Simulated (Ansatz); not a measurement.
# KCl (Sylvite) (Fm-3m) in Ansatz: settings compared

Aim: see how the results for KCl (Sylvite) move with the level of theory and the settings. Levels: PBEsol, HSE06, PBE0. Tasks: single point.

Program: Ansatz 0.2.0. These are calculated values, not measurements. Logs are shortened: lines on timing, memory, paths and dates and some standing lists are left out, and cuts for length are marked.

**Experimental background.**

From a printed reference work, monograph, for a bulk crystal of KCl: band gap 8.68 eV.

The runs below are set against these values where they give the same quantity.

**1. Starting point**

Symmetry: Fm-3m, No. 225, cubic system. The conventional cell has a = 6.293 Å, b = 6.293 Å, c = 6.293 Å, α = 90.00°, β = 90.00°, γ = 90.00°. K (site symmetry m-3m) has 6 Cl at 3.15 Å as nearest neighbours. Around Cl (site symmetry m-3m) lie 6 K at 3.15 Å.

**2. Single point, PBEsol**

The input, input.yaml:

```yaml
crystal:
  lattice:
    - [0.0, 3.14647, 3.14647]
    - [3.14647, 0.0, 3.14647]
    - [3.14647, 3.14647, 0.0]
  atoms:
    - { symbol: K, position: [0.0, 0.0, 0.0] }
    - { symbol: Cl, position: [0.5, 0.5, 0.5] }
kpoints:
  mp_grid: { grid: [6, 6, 6] }
scf:
  occupations: { method: fermi_dirac, width: 0.05 }
hamiltonian:
  xc: pbesol
  pseudopotentials: { kind: all_electron, datasets: crystal }
output:
  forces: true
  stress: true
  eigenvalues: true
  elf: true
  volumetric_format: npy
```

Potentials or basis: all-electron PAW datasets made for the crystal.

Run with:

```
> ansatz run input.yaml --threads 2 --pin off --max-ram 8192MiB --backend cpu --events-out ev --progress --plain --runs-dir out
```

Output:

```text
Warning: RAYON_NUM_THREADS=2 ignored (pool sized by the plan → 2); use --threads N
hamiltonian.pseudopotentials.datasets: crystal makes datasets for this crystal and solves the spheres of its atoms anew in each pass: cutoff 220.0 eV, the density's 880.0 eV; for an error of 0.50 meV an atom under PBE, 1.0 meV for the cell; an energy difference from a run of another recipe may be off by several times the error for the cell, under r2SCAN by more, where some 0.1 meV an atom stays at smaller errors; Cl in spheres of 1.376 Å, 7 of its electrons in bands; K in spheres of 1.376 Å, 9 of its electrons in bands
Engine: ansatz 0.2.0, x86_64-unknown-linux-gnu
Pseudopotentials: kind: all_electron
Pseudopotential: K, paw, valence charge 9, recommended cutoff 220 eV (normal), crystal/all_electron/pbesol/scalar/gaussian/K, Koelling and Harmon's equation, gaussian nucleus
Pseudopotential: Cl, paw, valence charge 7, recommended cutoff 220 eV (normal), crystal/all_electron/pbesol/scalar/gaussian/Cl, Koelling and Harmon's equation, gaussian nucleus
Functional definition: PBEsol
  exchange = pbesol_x
  correlation = pbesol_c
Crystal: 2 atoms, lattice volume = 62.302 Å³
Basis set: ecut = 220 eV, 459 PW (Γ), exchange–correlation on 48×48×48 points (8 copies of the dense FFT grid, shifted against one another)
Bands: 12, of which v1, the nominal top of the filled ones, is band 8 counted from 1 (7 counted from 0)
Symmetry: 48 space group operations
Space group: Fm-3m (ITA 225), of the structure as read, at distance tolerance 4.0e-5 Å
k-points: 16 of 216
Non-local potential: K, projectors of the file, l = 0: 2, l = 1: 2, l = 2: 2
Non-local potential: Cl, projectors of the file, l = 0: 1, l = 1: 1
PAW form: soft (Blöchl's): semilocal exchange-correlation on the pseudo side does not see the compensation charge
PAW one-centre angular grid: K, 110 points (default); XC on its mesh's 1971 points in the sphere
PAW one-centre angular grid: Cl, 110 points (default); XC on its mesh's 1981 points in the sphere
Initial density: superposition of atomic densities (neutral atoms: chi_scale 0, normalization atom)
Initial wavefunctions: pseudopotential atomic-orbital guess
Functional: x = pbesol(κ = 0.804, μ = 0.12345679012345678), c = pbesol(β = 0.046)
iter 1 solved again at ethr=5.96e-3 eV; its pass at ethr=1.00e-1 eV (dr2=9.54e-1 eV) is discarded
SCF iter   1: F=—  HF=-28906.395591 eV  |F-HF|=—  |Δ(HF+E_count)|=         —  Δρ=2.47e-2  dr2=9.44e-1  ethr=5.96e-3  ⟨swp⟩=4.8  Hψ=1110  notcnv=0
preconditioner: auto → none  [insulator: Δε(μ)=5.680 eV  Ē_g=15.350 eV  σ=0.050 eV  W_gap=1.00  n_scr=14 (ndim 8)  ℏωp=17.6 eV  f_vac=0.000  D(μ)=0.00/eV (n_scr^D=0)  ε∞_Penn≈2.3]
iter 2 solved again at ethr=4.04e-4 eV; its pass at ethr=5.90e-3 eV (dr2=6.47e-2 eV) is discarded
SCF iter   2: F=—  HF=-28906.122094 eV  |F-HF|=—  |Δ(HF+E_count)|=   2.73e-1  Δρ=1.16e-2  dr2=6.48e-2  ethr=4.04e-4  ⟨swp⟩=2.4  Hψ=960  notcnv=0  defer=4
SCF iter   3: F=—  HF=-28906.123417 eV  |F-HF|=—  |Δ(HF+E_count)|=   1.32e-3  Δρ=4.35e-3  dr2=1.19e-2  ethr=4.04e-4  ⟨swp⟩=2.4  Hψ=391  notcnv=0  defer=4
SCF iter   4: F=—  HF=-28906.130362 eV  |F-HF|=—  |Δ(HF+E_count)|=   6.95e-3  Δρ=5.85e-4  dr2=3.70e-4  ethr=7.43e-5  ⟨swp⟩=3.4  Hψ=454  notcnv=0  defer=4
SCF iter   5: F=—  HF=-28906.131368 eV  |F-HF|=—  |Δ(HF+E_count)|=   1.01e-3  Δρ=2.16e-4  dr2=1.60e-5  ethr=2.31e-6  ⟨swp⟩=3.3  Hψ=525  notcnv=0  defer=3
SCF iter   6: F=—  HF=-28906.131341 eV  |F-HF|=—  |Δ(HF+E_count)|=   2.69e-5  Δρ=4.45e-5  dr2=7.26e-7  ethr=9.97e-8  ⟨swp⟩=3.1  Hψ=460  notcnv=0  defer=1
SCF iter   7: F=-28906.131341 eV  HF=-28906.131341 eV  |F-HF|=5.48e-9  |Δ(HF+E_count)|=   1.90e-7  Δρ=8.08e-6  dr2=3.56e-8  ethr=4.54e-9  ⟨swp⟩=3.1  Hψ=375  notcnv=0  defer=1
SCF 1 converged in 7 iterations: F = -28906.131342 eV  dr2 = 3.56e-8
  Residual-converged pass: ⟨swp⟩=3.0  Hψ=412  notcnv=0  max |occ|·‖R‖ = 5.3e-6 eV (tolerance 5.3e-6 eV)  dr2=3.59e-8  dr2_onsite=1.19e-8  max |Δocc| = 0.0e0
SCF converged after 7 iterations
Free energy (F): -28906.131342 eV
Harris-Foulkes:  -28906.131342 eV  (|F-HF|=5.48e-9)
Internal energy: -28906.131342 eV  (E = F + TS)
E sigma→0 (E₀):  -28906.131342 eV
Past the cutoff: the bands carry plane waves up to 1.75 times it, of which those up to 1.5 times it add -0.000190 eV an atom, each by itself; the spheres take 0.000105 eV an atom off the energy for waves past 1.75 times it
By the cutoff:   a pressure is off by up to 0.005 GPa (1.2 times the spheres' own share and the shells' term, over an atom's volume, and 0.004 GPa: a bound that held against runs at twice the plane waves)
Past the cutoffs: a stress includes 0.0006 GPa for waves and charges beyond them, in addition to the slope of what the spheres take
In the spheres:  the bands' charges fall short by 8.9e-7 e at most (sound up to 1e-3)
Fermi energy:    3.799792 eV
--- Per-component energies (eV) ---
  E_band       = -124.780602
  E_kinetic    = 217.445053
  E_local      = -612.915994  (includes V_loc(G=0)·N_el)
  E_nonlocal   = 23.303421
  E_hartree    = 300.467041
  E_xc         = -116.197764
  E_vxc        = -151.433267  (∫ρ·V_xc dr)
  E_paw        = -29118.797506  (= ΣΔE_a)
  E_vpaw       = -1441.694672  (= ΣTr[D̂ρ^β])
  E_ewald      = -839.020646
  E_smearing   = -0.000000  (= −TS)
  E_closure    = 1239.585054  (closes the sum)
  Σ components = -28906.131342   (vs F -28906.131342, Δ=0.00e0)
  The terms above E_closure are by the made datasets' own strengths, without shells solved beside the bands.
--- Forces (eV/Å), atoms counted from 1 ---
  atom   1  K     -0.00000000     0.00000000    -0.00000000
  atom   2  Cl     0.00000000    -0.00000000     0.00000000
  max |Σ_I F_I| component: 7.33e-30 eV/Å
--- Stress (GPa, compression-positive) ---
       -0.410998       0.000000      -0.000000
        0.000000      -0.410998       0.000000
       -0.000000      -0.000000      -0.410998
  P = ⅓ Tr σ = -0.4110 GPa (-4.110 kbar)
--- Band table (eV; the first three rows and the last of 16) ---
  k-point 0: bands = ["-25.8140", "-10.8631", "-9.3415", "-9.3415", "-9.3415", "1.2266", "1.2266", "1.2266", "6.2532", "9.5039"]
  k-point 1: bands = ["-25.8113", "-10.9133", "-9.3439", "-9.3439", "-9.2779", "0.9016", "1.1384", "1.1384", "6.8955", "9.3174"]
  k-point 2: bands = ["-25.8057", "-11.0037", "-9.3487", "-9.3487", "-9.1598", "0.3711", "0.9718", "0.9718", "8.1197", "9.3726"]
  k-point 15: bands = ["-25.7997", "-10.8338", "-9.4668", "-9.4218", "-9.2889", "0.6404", "0.7929", "0.8594", "8.3482", "10.0129"]
```

Wall time 1.1 s (2 threads of Intel Xeon 6975P-C (Granite Rapids), shared host); peak memory 0.38 GiB.

Results:

```yaml
Free_energy: -28906.1313 eV
Pressure: -0.4 GPa
Band_gap_on_the_k_mesh: 5.03 eV, direct
```

Levels at points of the mesh, in eV from the valence-band top:
| k point | band 4 | band 5 | band 6 | band 7 | band 8 | band 9 | band 10 |
| --- | --- | --- | --- | --- | --- | --- | --- |
| (0.00, 0.00, 0.00) | -10.57 | -10.57 | 0.00 | 0.00 | 0.00 | 5.03 | 8.28 |
| (0.00, 0.00, -0.50) | -10.58 | -10.33 | -1.08 | -0.33 | -0.33 | 7.42 | 8.49 |
| (0.00, -0.50, -0.50) | -10.63 | -10.63 | -0.67 | -0.23 | -0.23 | 6.40 | 8.22 |

**3. Single point, HSE06**

Edit input.yaml of step 2 so:

```diff
@@ -13,3 +13,3 @@
 hamiltonian:
-  xc: pbesol
+  xc: hse06
   pseudopotentials: { kind: all_electron, datasets: crystal }
@@ -18,4 +18 @@
   stress: true
-  eigenvalues: true
-  elf: true
-  volumetric_format: npy
```

Potentials or basis: all-electron PAW datasets made for the crystal.

Run with:

```
> ansatz run input.yaml --threads 2 --pin off --max-ram 8192MiB --backend cpu --events-out ev --progress --plain --runs-dir out
```

Output:

```text
Warning: RAYON_NUM_THREADS=2 ignored (pool sized by the plan → 2); use --threads N
hamiltonian.pseudopotentials.datasets: crystal makes datasets for this crystal and solves the spheres of its atoms anew in each pass: cutoff 250.0 eV, the density's 1000.0 eV;, for an error of 0.50 meV an atom under PBE, 1.0 meV for the cell; an energy difference from a run of another recipe may be off by several times the error for the cell, under r2SCAN by more, where some 0.1 meV an atom stays at smaller errors; Cl in spheres of 1.376 Å, 7 of its electrons in bands; K in spheres of 1.376 Å, 9 of its electrons in bands
[... 2 set-up lines as earlier in the session ...]
Pseudopotential: K, paw, valence charge 9, recommended cutoff 250 eV (normal), crystal/all_electron/pbe/scalar/gaussian/K, Koelling and Harmon's equation, gaussian nucleus
Pseudopotential: Cl, paw, valence charge 7, recommended cutoff 250 eV (normal), crystal/all_electron/pbe/scalar/gaussian/Cl, Koelling and Harmon's equation, gaussian nucleus
Functional definition: HSE06
  parameter a = 0.25
  parameter omega = 0.11/bohr
  exchange = pbe_x - a*pbe_x_sr(omega) + a*exact_x_sr(omega)
  correlation = pbe_c
Crystal: 2 atoms, lattice volume = 62.302 Å³
Basis set: ecut = 250 eV, 537 PW (Γ), exchange–correlation on 48×48×48 points (8 copies of the dense FFT grid, shifted against one another)
Bands: 12, of which v1, the nominal top of the filled ones, is band 8 counted from 1 (7 counted from 0)
[... 2 set-up lines as earlier in the session ...]
k-points: 16 of 216
[... 7 set-up lines as earlier in the session ...]
Functional: x = pbe(κ = 0.804, μ = 0.2195149727645171) + 0.25 (exact − pbe) at short range (hse, ω = 0.20786987370883472 Å⁻¹), c = pbe(β = 0.06672455060314922); HSE06 as pw.x's `hse` composes it (authors' and Libxc's form: `xc: wpbeh`)
iter 1 solved again at ethr=6.90e-3 eV; its pass at ethr=1.00e-1 eV (dr2=1.10e0 eV) is discarded
SCF iter   1: F=—  HF=-28946.887895 eV  |F-HF|=—  |Δ(HF+E_count)|=         —  Δρ=2.67e-2  dr2=1.09e0  ethr=6.90e-3  ⟨swp⟩=4.2  Hψ=1086  notcnv=0
preconditioner: auto → none  [insulator: Δε(μ)=5.897 eV  Ē_g=15.560 eV  σ=0.050 eV  W_gap=1.00  n_scr=14 (ndim 8)  ℏωp=17.6 eV  f_vac=0.000  D(μ)=0.00/eV (n_scr^D=0)]
iter 2 solved again at ethr=4.15e-4 eV; its pass at ethr=6.79e-3 eV (dr2=6.64e-2 eV) is discarded
SCF iter   2: F=—  HF=-28946.574902 eV  |F-HF|=—  |Δ(HF+E_count)|=   3.13e-1  Δρ=1.18e-2  dr2=6.64e-2  ethr=4.15e-4  ⟨swp⟩=3.2  Hψ=980  notcnv=0  defer=7
SCF iter   3: F=—  HF=-28946.579863 eV  |F-HF|=—  |Δ(HF+E_count)|=   4.96e-3  Δρ=4.60e-3  dr2=1.30e-2  ethr=4.15e-4  ⟨swp⟩=2.8  Hψ=402  notcnv=0  defer=3
SCF iter   4: F=—  HF=-28946.587122 eV  |F-HF|=—  |Δ(HF+E_count)|=   7.26e-3  Δρ=1.10e-3  dr2=1.12e-3  ethr=8.10e-5  ⟨swp⟩=3.3  Hψ=432  notcnv=0  defer=3
SCF iter   5: F=—  HF=-28946.588475 eV  |F-HF|=—  |Δ(HF+E_count)|=   1.35e-3  Δρ=1.63e-4  dr2=1.70e-5  ethr=7.02e-6  ⟨swp⟩=3.1  Hψ=439  notcnv=0  defer=2
SCF iter   6: F=—  HF=-28948.124986 eV  |F-HF|=—  |Δ(HF+E_count)|=         —  Δρ=3.07e-3  dr2=3.25e-3  ethr=1.06e-7  ⟨swp⟩=6.4  Hψ=971  notcnv=0  defer=23
SCF iter   7: F=—  HF=-28948.121684 eV  |F-HF|=—  |Δ(HF+E_count)|=   3.30e-3  Δρ=8.27e-4  dr2=2.15e-4  ethr=1.06e-7  ⟨swp⟩=5.0  Hψ=760  notcnv=0  defer=9
SCF iter   8: F=—  HF=-28948.120939 eV  |F-HF|=—  |Δ(HF+E_count)|=   7.45e-4  Δρ=9.00e-5  dr2=3.07e-6  ethr=1.06e-7  ⟨swp⟩=4.0  Hψ=634  notcnv=0  defer=3
SCF iter   9: F=—  HF=-28948.121305 eV  |F-HF|=—  |Δ(HF+E_count)|=   3.66e-4  Δρ=1.33e-4  dr2=1.83e-6  ethr=1.92e-8  ⟨swp⟩=3.4  Hψ=589  notcnv=0  defer=3
SCF iter  10: F=—  HF=-28948.121325 eV  |F-HF|=—  |Δ(HF+E_count)|=   2.04e-5  Δρ=2.77e-5  dr2=7.95e-8  ethr=1.14e-8  ⟨swp⟩=2.7  Hψ=351  notcnv=0  defer=9
SCF iter  11: F=-28948.121325 eV  HF=-28948.121325 eV  |F-HF|=1.79e-9  |Δ(HF+E_count)|=   1.15e-7  Δρ=2.31e-6  dr2=1.14e-9  ethr=4.97e-10  ⟨swp⟩=3.4  Hψ=409  notcnv=0  defer=3
SCF 1 converged in 11 iterations: F = -28948.121326 eV  dr2 = 1.14e-9
  Residual-converged pass: ⟨swp⟩=3.0  Hψ=388  notcnv=0  max |occ|·‖R‖ = 5.0e-6 eV (tolerance 5.3e-6 eV)  dr2=1.29e-9  dr2_onsite=5.77e-9  max |Δocc| = 0.0e0
hybrid outer 1: dexx = +8.429e-12 eV
hybrid SCF converged: 1 outer / 11 inner (+0 warm-up), last move |dexx| = 8.43e-12 eV
Stability not checked: this state was not tested for a lower state beside it, because the functional holds exact exchange (a hybrid, or Hartree-Fock), whose exchange loop this test does not read (fock_operator; see scf.lower_state_search)
Free energy (F): -28948.121326 eV
Harris-Foulkes:  -28948.121326 eV  (|F-HF|=1.79e-9)
Internal energy: -28948.121326 eV  (E = F + TS)
E sigma→0 (E₀):  -28948.121326 eV
Past the cutoff: the bands carry plane waves up to 1.75 times it, of which those up to 1.5 times it add -0.000183 eV an atom, each by itself; the spheres take 0.000083 eV an atom off the energy for waves past 1.75 times it
Past the cutoffs: a stress includes 0.0006 GPa for waves and charges beyond them, in addition to the slope of what the spheres take
In the spheres:  the bands' charges fall short by 3.8e-6 e at most (sound up to 1e-3)
Fermi energy:    3.613595 eV
--- Per-component energies (eV) ---
  E_band       = -150.970214
  E_kinetic    = 219.520312
  E_local      = -614.465317  (includes V_loc(G=0)·N_el)
  E_nonlocal   = 23.419715
  E_hartree    = 301.902497
  E_xc         = -96.372735
  E_vxc        = -123.496758  (∫ρ·V_xc dr)
  E_exx        = -39.492229  (= α·E_x^exact, valence–valence)
  E_paw        = -29105.758978  (= ΣΔE_a)
  E_vpaw       = -1382.915645  (= ΣTr[D̂ρ^β])
  E_ewald      = -839.020646
  E_smearing   = -0.000000  (= −TS)
  E_closure    = 1202.146054  (closes the sum)
  Σ components = -28948.121326   (vs F -28948.121326, Δ=0.00e0)
  The terms above E_closure are by the made datasets' own strengths, without shells solved beside the bands.
--- Forces (eV/Å), atoms counted from 1 ---
  atom   1  K      0.00000000    -0.00000000     0.00000000
  atom   2  Cl     0.00000000     0.00000000     0.00000000
  max |Σ_I F_I| component: 6.22e-18 eV/Å
--- Stress (GPa, compression-positive) ---
        0.447572       0.000000       0.000000
        0.000000       0.447572       0.000000
        0.000000       0.000000       0.447572
  P = ⅓ Tr σ = 0.4476 GPa (4.476 kbar)
--- Band table (eV; the first three rows and the last of 16) ---
  k-point 0: bands = ["-28.9356", "-12.9576", "-11.0432", "-11.0432", "-11.0432", "0.3051", "0.3051", "0.3051", "6.8038", "10.2150"]
  k-point 1: bands = ["-28.9328", "-12.9989", "-11.0449", "-11.0449", "-10.9847", "-0.0129", "0.2169", "0.2169", "7.4497", "9.9911"]
  k-point 2: bands = ["-28.9273", "-13.0753", "-11.0482", "-11.0482", "-10.8733", "-0.5540", "0.0485", "0.0485", "8.6921", "10.0324"]
  k-point 15: bands = ["-28.9212", "-12.9119", "-11.1676", "-11.1231", "-10.9955", "-0.3000", "-0.1380", "-0.0740", "8.9510", "10.6794"]
```

Run time: 23 s. Hardware: 2 threads of Intel Xeon 6975P-C (Granite Rapids), shared host; peak memory 0.76 GiB.

What came out:

```yaml
Free_energy: -28948.1213 eV
Pressure: 0.4 GPa
Band_gap_on_the_k_mesh: 6.50 eV, direct
```

(Continued in part 2 of 2.)
